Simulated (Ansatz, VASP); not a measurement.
# SiC214: VASP beside Ansatz, part 2 of 2

Wanted: the spread between two codes on one cell, functional and k mesh. The cell is taken from a series of runs on this material, whose earlier steps may have relaxed, scaled, displaced or heated it; both programs get it as it stands.

VASP 6.6.1 and Ansatz 0.2.0.

So far: The structure; Ansatz: single point, PBE.

### Step 3. VASP: single point, PBE

Level of this step: PBE, spin-polarised from a ferromagnetic start; plane waves and PAW (C, Si) (VASP).

The same cell, functional, mesh and smearing now go to VASP, with its own data sets.

Lines of VASP's logs that name or quote its potential files are left out, and so is its time.

Input file INCAR:

```
SYSTEM = SiC214
PREC = Accurate
ENCUT = 520
EDIFF = 1E-06
NELM = 200
ISMEAR = -1
SIGMA = 0.01
LREAL = Auto
ALGO = Normal
GGA = PE
NBANDS = 580
ISPIN = 2
MAGMOM = 0 0 0 0 0 0 0 0 0 0 0 0.01 0 0 0 0 0 0 0 0 0 0 0 0 0 0 0 0 0 0 0 0.01 0 0 0.01 0 0 0 0.01 0.01 0 0 0 0.01 0 0 0 0 0 0 0 0 0 0 0 0 0 0 0 0 0 0 0.01 0 0 0 0.01 0 0 0 0 0 0 0 0 0 0 0 0 0.01 0 0.01 0 0 0 0.01 0 0.01 0 0 0 0.01 0 0 0 0 0 0 0 0 0 0 0 0 0.1 0.01 0.01 0.1 0.1 0.1 0 0.1 0.1 0 0 0.01 0.01 0 0 0 0 0 0.01 0 0 0 0.01 0 0 0 0 0 0 0 0.01 0 0.01 0 0 0 0.01 0 0 0 0 0 0 0 0 0 0 0 0 0 0 0.01 0 0 0 0.01 0 0 0 0 0 0 0 0 0 0 0.01 0 0 0 0.01 0 0 0 0 0 0 0 0.01 0.01 0 0 0 0.01 0 0 0 0 0 0 0 0 0 0 0 0 0 0 0.01 0 0 0 0 0 0 0 0 0 0 0 0.02
LORBIT = 11
LWAVE = .FALSE.
LCHARG = .FALSE.
ISIF = 2
NUPDOWN = 2
LASPH = .TRUE.
GGA_COMPAT = .FALSE.
```

Input file POSCAR:

```
SiC214
1.0
   10.7147452663      0.0000000000      0.0000000000
    0.0000000000     10.7147452663      0.0000000000
    0.0000000000      0.0000000000     10.7147452663
C Si
214 1
Direct
    0.9997810321      0.9997810321      0.1665607163
    0.0004054597      0.1667212307      0.9995945403
[... 13 atom lines left out ...]
    0.2531025337      0.2531025337      0.5808386787
[... 15 atom lines left out ...]
    0.2478958367      0.5837262226      0.2480284914
[... 3 atom lines left out ...]
    0.1660846772      0.5005311037      0.4994688963
    0.0837865506      0.4172514210      0.5827485790
[... 1 atom line left out ...]
    0.2476250511      0.4163946912      0.4130009977
    0.2476250511      0.5869990023      0.5836053088
[... 2 atom lines left out ...]
    0.1688745533      0.3351435179      0.6648564821
[... 3 atom lines left out ...]
    0.2531025337      0.4191613213      0.7468974663
[... 32 atom lines left out ...]
    0.5837262226      0.2478958367      0.2480284914
[... 3 atom lines left out ...]
    0.5005311037      0.1660846772      0.4994688963
    0.4172514210      0.0837865506      0.5827485790
    0.4163946912      0.2476250511      0.4130009977
[... 1 atom line left out ...]
    0.5869990023      0.2476250511      0.5836053088
[... 1 atom line left out ...]
    0.3351435179      0.1688745533      0.6648564821
[... 3 atom lines left out ...]
    0.4191613213      0.2531025337      0.7468974663
[... 5 atom lines left out ...]
    0.4994149419      0.4994149419      0.1671194942
    0.4161337034      0.4161337034      0.2494177448
[... 2 atom lines left out ...]
    0.5815238262      0.5815238262      0.2522079765
    0.3322417581      0.3322417581      0.4898573289
    0.3296660394      0.5002738861      0.3309561950
    0.5002738861      0.3296660394      0.3309561950
    0.4065235194      0.5844240195      0.4155759805
    0.5844240195      0.4065235194      0.4155759805
    0.5844240195      0.5844240195      0.5934764806
    0.3351435179      0.3351435179      0.8311254467
    0.3322417581      0.5101426711      0.6677582419
    0.5101426711      0.3322417581      0.6677582419
    0.5005311037      0.5005311037      0.8339153228
    0.4172514210      0.4172514210      0.9162134494
    0.4163946912      0.5869990023      0.7523749489
    0.5869990023      0.4163946912      0.7523749489
[... 9 atom lines left out ...]
    0.3296660394      0.6690438050      0.4997261139
[... 1 atom line left out ...]
    0.4975062074      0.6635666205      0.3364333795
    0.4994149419      0.8328805058      0.5005850581
    0.4161337034      0.7505822552      0.5838662966
[... 1 atom line left out ...]
    0.5815238262      0.7477920235      0.4184761738
[... 3 atom lines left out ...]
    0.5002738861      0.6690438050      0.6703339606
[... 37 atom lines left out ...]
    0.6690438050      0.3296660394      0.4997261139
    0.6635666205      0.4975062074      0.3364333795
[... 1 atom line left out ...]
    0.8328805058      0.4994149419      0.5005850581
    0.7505822552      0.4161337034      0.5838662966
    0.7477920235      0.5815238262      0.4184761738
[... 3 atom lines left out ...]
    0.6690438050      0.5002738861      0.6703339606
[... 14 atom lines left out ...]
    0.6635666205      0.6635666205      0.5024937926
[... 15 atom lines left out ...]
    0.4583569294      0.4583569294      0.5416430706
```

Input file KPOINTS:

```
Automatic mesh
0
Gamma
1 1 1
0 0 0
```

PAW data sets: C and Si (PBE family, release 64).

Command:

```bash
> export OMP_NUM_THREADS=3
> mpirun -np 1 vasp_gam
```

Numbers of over 12 decimals in the logs are rounded to 6 here.

Output:

```text
[banner, memory and clock lines left out]
running    1 mpi-ranks, on    1 nodes
[...]
Offloading initialized ...    1 GPUs detected
[...]
LDA part: xc-table for (Slater+PW92), standard interpolation
 POSCAR, INCAR and KPOINTS ok, starting setup
[...]
entering main loop
       N       E                     dE             d eps       ncg     rms          rms(c)
DAV:   1     0.611843924370E+04    0.61184E+04   -0.52291E+05  2328   0.154E+03
DAV:   2    -0.141807336892E+04   -0.75365E+04   -0.70613E+04  3040   0.353E+02
DAV:   3    -0.199811220254E+04   -0.58004E+03   -0.57337E+03  2912   0.929E+01
DAV:   4    -0.201212528411E+04   -0.14013E+02   -0.13945E+02  2904   0.156E+01
[...]
DAV:  14    -0.194430826619E+04   -0.56285E-04   -0.39708E-05  2784   0.110E-02    0.148E-02
DAV:  15    -0.194430827200E+04   -0.58117E-05   -0.98365E-06  2800   0.487E-03    0.265E-03
DAV:  16    -0.194430827211E+04   -0.10624E-06   -0.45484E-07  1808   0.997E-04
   1 F= -.19443083E+04 E0= -.19443083E+04  d E =-.807321E-12  mag=     2.0000
```

Parts of OUTCAR (step 3):

```text
 magnetization (x)
# of ion       s       p       d       tot
------------------------------------------
    1        0.000   0.002   0.000   0.002
    2        0.000   0.002   0.000   0.002
    3        0.000   0.002   0.000   0.002
    4        0.000   0.003   0.000   0.003
    5        0.000   0.002   0.000   0.002
    6        0.000   0.001   0.000   0.001
[...]
213        0.000   0.003   0.000   0.003
  214        0.000   0.002   0.000   0.002
  215       -0.009  -0.021   0.000  -0.029
--------------------------------------------------
tot          0.089   1.271   0.000   1.360
```

The run ends at a pressure of 1.87 GPa, with forces up to 0.037 eV/Å.

### Step 4. Differences

Known differences besides the potentials themselves: VASP starts from the moments at which Ansatz ended; the cutoff is 420 eV in Ansatz and 520 eV in VASP (PREC = Accurate, projectors in real space); site moments are counted in spheres of each program's own size. Total energies have different zeros and are not compared.

Compared:

| quantity | Ansatz | VASP | difference |
| --- | --- | --- | --- |
| total moment, fixed by the input (μB) | 2.00 | 2.00 | 0.00 |
| moment on C113 (μB) | 0.10 | 0.12 | -0.03 |
| moment on C112 (μB) | 0.10 | 0.12 | -0.03 |
| moment on C105 (μB) | 0.10 | 0.12 | -0.03 |
| moment on C108 (μB) | 0.10 | 0.12 | -0.03 |
| moment on C110 (μB) | 0.10 | 0.12 | -0.03 |
| moment on C109 (μB) | 0.10 | 0.12 | -0.03 |

The largest component of a force difference here is 16 meV/Å.

### Step 5. What came out

```
difference in moment on C113 (single point, PBE) : -0.027 μB
```

The difference in moment on C113 is -0.027 μB (single point, PBE). How closely two codes agree says nothing of how well the functional describes the real material.

[Lines on the potential files, build, host, timing and source positions are cut from VASP's logs without a mark.]

[Logs are printed without paths, hosts, clocks, repeated set-up lines and the standing remarks that a program may print on its own settings, such as how far it seeks lower states.]

[Hosts, paths, dates, database ids (printed as entryN), source tags and the programs' standing remarks are cut or masked in the printed files.]
